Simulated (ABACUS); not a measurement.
Rh:

```xyz
1
Lattice="2.6840 0.0000 0.0000 1.3420 2.3244 0.0000 1.3420 0.7748 2.1914" Properties=species:S:1:pos:R:3 pbc="T T T"
Rh    0.0000    0.0000    0.0000
```

Base run:

| Quantity | Value |
| --- | --- |
| Program | ABACUS 3.10.1 |
| Functional | LDA-PW92 |
| Potentials or basis | PseudoDojo NC SR 0.4.1 LDA stringent |
| Cutoff | 1211 eV |
| Density cutoff | 4844 eV |
| Basis | plane waves |
| k mesh | 10 × 10 × 10 |
| Occupations | fermi-dirac, width 0.05 eV |
| Spin | no spin polarisation |

Its results: band gap on the k mesh none (metal or under the smearing width); pressure -9.3 GPa.

Problem. The run is repeated on the same cell with these changes: functional from LDA-PW92 to BP86; potentials or basis from PseudoDojo NC SR 0.4.1 LDA stringent to PseudoDojo NC SR 0.4.1 PBE standard. What comes out?

Solution. Band gap on the k mesh none (metal or under the smearing width); pressure 9.4 GPa.

Caveats: the potentials were made for another functional, which shifts forces and pressure (some runs).
